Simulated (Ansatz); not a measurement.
InSe, DFT, PBEsol, PAW with Ansatz's default frozen-core files, scalar-relativistic (Ansatz 0.2.0), run on 1 thread of Intel(R) Xeon(R) 6975P-C (Granite Rapids) on a shared host.

The cell is COD entry 1534648, which may be a prediction rather than a measurement; nothing was relaxed. The listed cell was then made from it by scaling, straining or moving an atom.

Command: `ansatz run input.yaml --threads 1 --pin off --max-ram 6144MiB --backend cpu --events-out ev --progress --plain --runs-dir out`

```yaml
crystal:
  lattice:
    - [2.0392252883, 1.1773472692, 8.4797833719]
    - [-2.0392252883, 1.1773472692, 8.4797833719]
    - [0.0, -2.3546945383, 8.4797833719]
  atoms:
    - { symbol: In, position: [0.0, 0.0, 0.0] }
    - { symbol: In, position: [0.1122, 0.1122, 0.1122] }
    - { symbol: Se, position: [0.6155, 0.6155, 0.6155] }
    - { symbol: Se, position: [0.83, 0.83, 0.83] }
kpoints:
  mp_grid: { grid: [7, 7, 7] }
scf:
  occupations: { method: fermi_dirac, width: 0.01 }
hamiltonian:
  xc: pbesol
  pseudopotentials: { kind: paw }
output:
  forces: true
  stress: true
  eigenvalues: true
  efg: { contact_densities: true }
  write_density: true
  write_potential: true
  elf: true
  volumetric_format: npy
```

Question: How large is the problem that the program sets up?

Answer: 44 irreducible k-points, 2357 plane waves at Γ, 35 bands.

Question: About how long does it take, and how much memory does it use?

Answer: 12 s of wall time for 7 SCF iterations, with a peak of 0.53 GiB. Times on shared machines scatter by tens of per cent.

Question: And the same cell and mesh by all-electron PAW (datasets made for this crystal), asked for forces, stress, eigenvalues, efg, on the same hardware?

Answer: 16 s, peak memory 0.83 GiB.
